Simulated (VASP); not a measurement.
## LiBr in VASP 6.6.1, single-point calculation

INCAR

```
IMIX = 1
GGA = PE
ISIF = 2
LASPH = .TRUE.
NELM = 120
NBANDS = 12
SIGMA = 0.02
AMIX = 0.1
EDIFF = 1E-7
NSW = 0
LREAL = .TRUE.
PREC = Accurate
ISMEAR = -1
LCHARG = .FALSE.
ENCUT = 520
IBRION = -1
LWAVE = .FALSE.
```

KPOINTS

```
KPOINTS created by Atomic Simulation Environment
0
Gamma
8 8 8
0 0 0
```

POSCAR

```
Li Br
 1.0000000000000000
     0.0342445630749999    2.7395650467750001    2.7395650467746875
     2.7395650467750001    0.0342445630749999    2.7395650467746875
     2.7738096097999998    2.7738096097999998   -0.0000000000506251
 Li  Br
   1   1
Cartesian
  0.0000000000000000  0.0000000000000000  0.0000000000000000
  2.7738096098250007  2.7738096098250007  2.7395650467493748
```

The recommended PBE PAW datasets give the neutral cell 10 valence electrons.

Command

```
mpirun -np 1 vasp_std
```

**Question.** Predict the outcome of this run.

**Answer.** It converged. Results: gap between bands v and c on the k mesh 4.92 eV; least direct gap on the k mesh 4.92 eV; pressure 0.4 GPa. Band v is the last that the valence electrons fill when counted band by band, and c is the next.

OSZICAR

```
N       E                     dE             d eps       ncg     rms          rms(c)
DAV:   1     0.429176847973E+02    0.42918E+02   -0.37931E+03  2280   0.751E+02
DAV:   2    -0.395274860625E+01   -0.46870E+02   -0.44372E+02  2980   0.137E+02
DAV:   3    -0.661029960293E+01   -0.26576E+01   -0.26498E+01  3012   0.338E+01
DAV:   4    -0.667061782710E+01   -0.60318E-01   -0.60300E-01  3132   0.516E+00
DAV:   5    -0.667141212395E+01   -0.79430E-03   -0.79429E-03  2996   0.504E-01    0.195E+00
DAV:   6    -0.666000834455E+01    0.11404E-01   -0.41284E-03  3100   0.305E-01    0.175E+00
DAV:   7    -0.665236891900E+01    0.76394E-02   -0.30663E-03  3048   0.261E-01    0.159E+00
DAV:   8    -0.664736472879E+01    0.50042E-02   -0.20902E-03  2984   0.218E-01    0.144E+00
DAV:   9    -0.664416189716E+01    0.32028E-02   -0.15089E-03  3092   0.187E-01    0.131E+00
DAV:  10    -0.664219067705E+01    0.19712E-02   -0.10936E-03  3180   0.161E-01    0.119E+00
...
DAV:  66    -0.664390102312E+01   -0.31218E-06   -0.17504E-08  1504   0.928E-04    0.428E-03
DAV:  67    -0.664390128964E+01   -0.26652E-06   -0.14743E-08  1260   0.853E-04    0.389E-03
DAV:  68    -0.664390151717E+01   -0.22753E-06   -0.12533E-08  1312   0.790E-04    0.353E-03
DAV:  69    -0.664390171141E+01   -0.19423E-06   -0.10599E-08  1344   0.730E-04    0.320E-03
DAV:  70    -0.664390187721E+01   -0.16580E-06   -0.90131E-09  1232   0.673E-04    0.290E-03
DAV:  71    -0.664390201870E+01   -0.14149E-06   -0.76784E-09  1248   0.621E-04    0.264E-03
DAV:  72    -0.664390213947E+01   -0.12077E-06   -0.64783E-09  1236   0.572E-04    0.239E-03
DAV:  73    -0.664390224251E+01   -0.10304E-06   -0.55057E-09  1192   0.526E-04    0.218E-03
DAV:  74    -0.664390233046E+01   -0.87946E-07   -0.46773E-09  1228   0.485E-04
   1 F= -.66439023E+01 E0= -.66439023E+01  d E =-.232738E-10
```

For comparison, a separate PBE run of the intended cell, on usual settings and not on those above, gives a gap of 4.92 eV on its mesh and a pressure of 0.4 GPa.
